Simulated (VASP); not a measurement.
# LiH in VASP: one cell, several levels of theory, part 2 of 2

VASP 6.6.1, plane waves, PAW.

## 3. Single point with r2SCAN

INCAR reads:

```
ENCUT = 520.000000
SIGMA = 0.010000
EDIFF = 1.00e-07
ALGO = Normal
METAGGA = R2SCAN
PREC = Accurate
IBRION = -1
ISIF = 2
ISMEAR = 0
NBANDS = 9
NELM = 120
NSW = 0
LASPH = .TRUE.
LCHARG = .FALSE.
LWAVE = .FALSE.
LREAL = .FALSE.
```

KPOINTS reads:

```
KPOINTS created by Atomic Simulation Environment
0
Gamma
10 10 10
0 0 0
```

KPOINTS_OPT reads:

```
special points
7
Reciprocal
0.0000000000 0.0000000000 0.0000000000 1
0.5000000000 0.0000000000 0.5000000000 1
0.6250000000 0.2500000000 0.6250000000 1
0.3750000000 0.3750000000 0.7500000000 1
0.5000000000 0.5000000000 0.5000000000 1
0.5000000000 0.2500000000 0.7500000000 1
0.0000000000 0.5000000000 0.5000000000 1
```

POSCAR reads:

```
Li H
 1.0000000000000000
     0.0000000000000000    1.9429049959000000    1.9429049959000000
     1.9429049959000000    0.0000000000000000    1.9429049959000000
     1.9429049959000000    1.9429049959000000    0.0000000000000000
 Li  H
   1   1
Cartesian
  0.0000000000000000  0.0000000000000000  0.0000000000000000
  1.9429049959000000  1.9429049959000000  1.9429049959000000
```

Run with:

```console
> mpirun -np 1 vasp_std
```

Printed to the terminal (iteration lines stand in OSZICAR):

```text
POSCAR found type information on POSCAR LiH
 POSCAR found :  2 types and       2 ions
 -----------------------------------------------------------------------------
|                                                                             |
|                                                                             |
|     You enforced a specific xc type in the INCAR file but a different       |
|     I HOPE YOU KNOW WHAT YOU ARE DOING!                                     |
|                                                                             |
 -----------------------------------------------------------------------------

 LDA part: xc-table for (None), standard interpolation
 POSCAR, INCAR and KPOINTS ok, starting setup
 FFT: planning ... GRIDC
 FFT: planning ... GRID_SOFT
 FFT: planning ... GRID
 WAVECAR not read
 entering main loop
 Start KPOINTS_OPT (optional k-point list driver)
k-point batch [1-7\7]
```

OSZICAR:

```text
N       E                     dE             d eps       ncg     rms          rms(c)
DAV:   1    -0.288705355666E+01   -0.28871E+01   -0.13546E+03   854   0.425E+02
DAV:   2    -0.736811295301E+01   -0.44811E+01   -0.44594E+01  1201   0.559E+01
DAV:   3    -0.741419303575E+01   -0.46080E-01   -0.46070E-01  1055   0.511E+00
DAV:   4    -0.741434800441E+01   -0.15497E-03   -0.15494E-03  1204   0.260E-01
DAV:   5    -0.741434867602E+01   -0.67161E-06   -0.67160E-06  1044   0.109E-02    0.280E+00
DAV:   6    -0.686939938129E+01    0.54495E+00   -0.15415E-01  1016   0.277E+00    0.166E+00
DAV:   7    -0.680081119041E+01    0.68588E-01   -0.18899E-01   868   0.211E+00    0.291E-01
DAV:   8    -0.680112920197E+01   -0.31801E-03   -0.59503E-03   986   0.533E-01    0.121E-01
DAV:   9    -0.680166283349E+01   -0.53363E-03   -0.10408E-03  1151   0.225E-01    0.230E-02
DAV:  10    -0.680163598918E+01    0.26844E-04   -0.40212E-05   981   0.476E-02    0.591E-03
DAV:  11    -0.680160574814E+01    0.30241E-04   -0.96503E-06   910   0.278E-02    0.147E-03
DAV:  12    -0.680159886264E+01    0.68855E-05   -0.54286E-07  1010   0.640E-03    0.374E-04
DAV:  13    -0.680159514062E+01    0.37220E-05   -0.15076E-07   920   0.295E-03    0.207E-04
DAV:  14    -0.680159384211E+01    0.12985E-05   -0.20242E-08   986   0.110E-03    0.117E-04
DAV:  15    -0.680159249691E+01    0.13452E-05   -0.17686E-08   901   0.975E-04    0.153E-05
DAV:  16    -0.680159243056E+01    0.66356E-07   -0.11788E-10   505   0.999E-05
   1 F= -.68015924E+01 E0= -.68015924E+01  d E =0.000000E+00
       N       E                     dE             ncg
DAV:   1    -0.565808813323E+03   -0.18493E+04      126
DAV:   2    -0.605913037168E+03   -0.40104E+02      181
DAV:   3    -0.606245648056E+03   -0.33261E+00      154
DAV:   4    -0.606247906065E+03   -0.22580E-02      195
DAV:   5    -0.606247924065E+03   -0.18001E-04      145
DAV:   6    -0.606247924298E+03   -0.23294E-06      187
DAV:   7    -0.606247924298E+03   -0.14359E-09      180
```

From OUTCAR:

```text
k-points           NKPTS =     47   k-points in BZ     NKDIM =     47   number of bands    NBANDS=      9

   NELECT =       4.0000    total number of electrons

   dimension x,y,z NGX =    20 NGY =   20 NGZ =   20
   dimension x,y,z NGXF=    40 NGYF=   40 NGZF=   40

  energy-cutoff  :      520.00
  volume of cell :       14.67
      direct lattice vectors                 reciprocal lattice vectors
     0.000000000  1.942904996  1.942904996    -0.257346603  0.257346603  0.257346603
     1.942904996  0.000000000  1.942904996     0.257346603 -0.257346603  0.257346603
     1.942904996  1.942904996  0.000000000     0.257346603  0.257346603 -0.257346603

 k-points in reciprocal lattice and weights: KPOINTS created by Atomic Simulation Env
   0.00000000  0.00000000  0.00000000       0.001
   0.10000000  0.00000000  0.00000000       0.008
   0.20000000  0.00000000  0.00000000       0.008
   0.30000000  0.00000000  0.00000000       0.008
   0.40000000  0.00000000  0.00000000       0.008
   0.50000000  0.00000000  0.00000000       0.004
   0.10000000  0.10000000  0.00000000       0.006
   0.20000000  0.10000000  0.00000000       0.024
[... 39 more k-points ...]

 E-fermi :   0.4850

 k-point     1 :       0.0000    0.0000    0.0000
  band No.  band energies     occupation
      1     -45.3828      2.00000
      2      -5.5542      2.00000
      3      19.1805      0.00000
      4      20.6861      0.00000
      5      20.6861      0.00000
      6      20.6862      0.00000
      7      25.2804      0.00000
      8      25.2804      0.00000
      9      25.2805      0.00000

 k-point     2 :       0.1000    0.0000    0.0000
  band No.  band energies     occupation
      1     -45.3765      2.00000
      2      -5.3679      2.00000
      3      17.1032      0.00000
      4      19.7465      0.00000
      5      20.1964      0.00000
      6      20.1965      0.00000
      7      25.0595      0.00000
      8      26.3395      0.00000
      9      26.3395      0.00000

 k-point     3 :       0.2000    0.0000    0.0000
  band No.  band energies     occupation
      1     -45.3605      2.00000
      2      -4.8272      2.00000
      3      13.2578      0.00000
      4      18.3511      0.00000
      5      19.4586      0.00000
      6      19.4587      0.00000
      7      26.1556      0.00000
      8      26.1558      0.00000
      9      26.2099      0.00000

 k-point     4 :       0.3000    0.0000    0.0000
  band No.  band energies     occupation
      1     -45.3409      2.00000
      2      -3.9986      2.00000
      3       9.7449      0.00000
      4      17.1376      0.00000
      5      19.0674      0.00000
      6      19.0676      0.00000
      7      23.6996      0.00000
      8      23.6998      0.00000
      9      28.0570      0.00000

 k-point     5 :       0.4000    0.0000    0.0000
  band No.  band energies     occupation
      1     -45.3249      2.00000
      2      -3.0995      2.00000
      3       7.1753      0.00000
      4      16.3443      0.00000
      5      19.1282      0.00000
      6      19.1285      0.00000
      7      21.8705      0.00000
      8      21.8708      0.00000
      9      30.1863      0.00000

 k-point     6 :       0.5000    0.0000    0.0000
  band No.  band energies     occupation
      1     -45.3188      2.00000
      2      -2.6579      2.00000
      3       6.1684      0.00000
      4      16.0699      0.00000
      5      19.3473      0.00000
      6      19.3479      0.00000
      7      21.0559      0.00000
      8      21.0564      0.00000
      9      31.4140      0.00000

 k-point     7 :       0.1000    0.1000    0.0000
  band No.  band energies     occupation
      1     -45.3745      2.00000
      2      -5.3030      2.00000
      3      17.5029      0.00000
      4      18.6836      0.00000
      5      18.6836      0.00000
      6      21.8786      0.00000
      7      22.4320      0.00000
      8      28.0466      0.00000
      9      28.0950      0.00000

 k-point     8 :       0.2000    0.1000    0.0000
  band No.  band energies     occupation
      1     -45.3619      2.00000
      2      -4.8689      2.00000
      3      14.5167      0.00000
      4      17.3055      0.00000
      5      17.5207      0.00000
      6      21.5879      0.00000
      7      22.9198      0.00000
      8      26.2925      0.00000
      9      29.6271      0.00000

 k-point     9 :       0.3000    0.1000    0.0000
  band No.  band energies     occupation
      1     -45.3435      2.00000
      2      -4.1094      2.00000
      3      10.8666      0.00000
      4      15.9136      0.00000
      5      16.8806      0.00000
      6      20.6886      0.00000
      7      24.5144      0.00000
      8      25.4158      0.00000
      9      27.3438      0.00000

 k-point    10 :       0.4000    0.1000    0.0000
  band No.  band energies     occupation
      1     -45.3264      2.00000
      2      -3.1740      2.00000
      3       7.9238      0.00000
      4      14.8339      0.00000
      5      16.8137      0.00000
      6      19.6618      0.00000
      7      23.9216      0.00000
      8      25.2174      0.00000
      9      28.1609      0.00000

 k-point    11 :       0.5000    0.1000    0.0000
  band No.  band energies     occupation
      1     -45.3170      2.00000
      2      -2.4883      2.00000
      3       6.3065      0.00000
      4      14.1964      0.00000
      5      17.3296      0.00000
      6      18.8009      0.00000
      7      23.6697      0.00000
      8      24.1055      0.00000
      9      30.8939      0.00000

 k-point    12 :      -0.4000    0.1000    0.0000
  band No.  band energies     occupation
      1     -45.3190      2.00000
      2      -2.6542      2.00000
      3       6.6661      0.00000
      4      14.0294      0.00000
      5      18.3570      0.00000
      6      18.4120      0.00000
      7      22.7329      0.00000
      8      25.0116      0.00000
      9      30.7416      0.00000

 k-point    13 :      -0.3000    0.1000    0.0000
  band No.  band energies     occupation
      1     -45.3317      2.00000
      2      -3.4992      2.00000
      3       8.8257      0.00000
      4      14.3114      0.00000
      5      18.4601      0.00000
      6      19.9547      0.00000
      7      22.4797      0.00000
      8      26.4867      0.00000
      9      28.4634      0.00000

 k-point    14 :      -0.2000    0.1000    0.0000
  band No.  band energies     occupation
      1     -45.3500      2.00000
      2      -4.4037      2.00000
      3      12.0994      0.00000
      4      15.0095      0.00000
      5      19.0816      0.00000
      6      21.2747      0.00000
      7      23.4423      0.00000
      8      26.2217      0.00000
      9      28.0930      0.00000

 k-point    15 :      -0.1000    0.1000    0.0000
  band No.  band energies     occupation
      1     -45.3671      2.00000
      2      -5.0598      2.00000
      3      15.6240      0.00000
      4      16.4575      0.00000
      5      19.8794      0.00000
      6      21.3741      0.00000
      7      24.9395      0.00000
      8      26.0304      0.00000
      9      26.1075      0.00000

 k-point    16 :       0.2000    0.2000    0.0000
  band No.  band energies     occupation
      1     -45.3536      2.00000
      2      -4.5287      2.00000
      3      14.2529      0.00000
      4      16.0735      0.00000
      5      16.0735      0.00000
      6      19.6008      0.00000
      7      21.5124      0.00000
      8      28.4005      0.00000
      9      32.5119      0.00000

 k-point    17 :       0.3000    0.2000    0.0000
  band No.  band energies     occupation
      1     -45.3386      2.00000
      2      -3.8311      2.00000
      3      11.5707      0.00000
      4      14.1910      0.00000
      5      15.1994      0.00000
      6      20.0552      0.00000
      7      21.3161      0.00000
      8      28.9039      0.00000
      9      31.5839      0.00000

 k-point    18 :       0.4000    0.2000    0.0000
  band No.  band energies     occupation
      1     -45.3229      2.00000
      2      -2.8771      2.00000
      3       8.6421      0.00000
      4      12.4809      0.00000
      5      14.9179      0.00000
      6      19.7349      0.00000
      7      23.4892      0.00000
      8      28.9206      0.00000
      9      29.3231      0.00000

 k-point    19 :       0.5000    0.2000    0.0000
  band No.  band energies     occupation
      1     -45.3123      2.00000
      2      -1.9945      2.00000
      3       6.5991      0.00000
      4      11.3848      0.00000
      5      15.2379      0.00000
      6      19.0810      0.00000
      7      26.3668      0.00000
      8      27.5368      0.00000
      9      29.7419      0.00000

[... the tables of k-points 20 to 47 left out ...]

  Total        0.3109848      0.3109848      0.3109848      0.0000000      0.0000000      0.0000000
  in kB       33.9676165     33.9676165     33.9676165      0.0000000      0.0000000      0.0000000
  external PRESSURE =      33.9676165 kB  Pullay stress =       0.0000000 kB

 POSITION                                       TOTAL-FORCE (eV/Angst)
 -----------------------------------------------------------------------------------
      0.00000      0.00000      0.00000        -0.000000     -0.000000     -0.000000
      1.94290      1.94290      1.94290         0.000000      0.000000      0.000000
 -----------------------------------------------------------------------------------
    total drift:                                0.000000      0.000000      0.000000

  FREE ENERGIE OF THE ION-ELECTRON SYSTEM (eV)
  ---------------------------------------------------
  free  energy   TOTEN  =        -6.8015924306 eV

  energy  without entropy=       -6.8015924306  energy(sigma->0) =       -6.80159243
```

Hardware: 1 MPI rank of Intel Xeon Platinum 8488C, shared host.

The levels at the points of KPOINTS_OPT are read from vasprun.xml.

Levels at the named points, in eV from the top of band v (v: the last filled band by count, c: the next):

```csv
point,v−1,v,c,c+1
Γ,-45.64,-5.81,18.92,20.43
X,-45.56,0.00,3.52,12.24
U,-45.56,-0.60,4.79,8.74
K,-45.56,-0.60,4.79,8.74
L,-45.58,-2.92,5.91,15.81
W,-45.56,-0.29,6.05,6.05
```

Gap with r2SCAN: 3.52 eV, direct (X). The pressure is 3.40 GPa; the forces vanish within 0.01 eV/Å.

## 4. Results

What follows sums up all 2 parts.

| level | gap (eV) | pressure (GPa) | Ansatz: gap (eV) | Ansatz: pressure (GPa) |
| --- | --- | --- | --- | --- |
| PBE | 2.90 | 3.62 | 2.91 | 3.90 |
| r2SCAN | 3.52 | 3.40 | 3.57 | 3.83 |

The gap runs from 2.90 eV (PBE) to 3.52 eV (r2SCAN). The two programs agree on the gap within 0.06 eV, far less than the spread between functionals. Datasets and cutoffs are each program's own.
